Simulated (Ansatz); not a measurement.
Crystal: KBr.

```
Br K
1.0
     0.00000    3.30000    3.30000
     3.30000    0.00000    3.30000
     3.30000    3.30000    0.00000
Br K
1 1
Cartesian
  3.3000 3.3000 3.3000
  0.0000 0.0000 0.0000
```

```yaml
Program: Ansatz 0.2.0
Task: relaxation of cell and atoms
Functional: RPBE
Dispersion: D3(BJ)
Potentials_or_basis: Ansatz PAW
Cutoff: "420 eV (not typed: the program's choice for these potentials)"
k_mesh: 7 × 7 × 7
Occupations: fermi-dirac, width 0.05 eV
Spin: no spin polarisation
```

At the start: volume 35.94 Å³/atom.

Question: How do energy, volume and symmetry change on relaxing?

Answer: It ends after 6 steps and the volume is 27.23 Å³/atom (-24.2 %); space group Fm-3m (No. 225, to 0.05 Å).

The path:
| step | energy change (eV) | largest force (eV/Å) | volume (Å³) |
| --- | --- | --- | --- |
| 1 | 0.0000 | 0.0000 | 71.87 |
| 2 | -0.2531 | 0.0000 | 62.04 |
| 3 | -0.3360 | 0.0000 | 52.99 |
| 4 | -0.3399 | 0.0000 | 54.86 |
| 5 | -0.3402 | 0.0000 | 54.47 |
| 6 | -0.3396 | 0.0000 | 54.47 |

Final structure:
```
Br K
1.0
     0.00000    3.00859    3.00859
     3.00859    0.00000    3.00859
     3.00859    3.00859    0.00000
Br K
1 1
Direct
  0.50000 0.50000 0.50000
  0.00000 0.00000 0.00000
```

Caveat: the volume moved by over 15 % at a fixed basis, so the end points are rough; the plane-wave basis is chosen anew once the cell has moved, so the energies of steps on either side of that aren't comparable; the volume moved by -24 % from the deposited cell, more than functionals usually miss; the PAW data sets come from PBE, with cores solved anew for the run's functional, which leaves a small shift of forces and pressure.
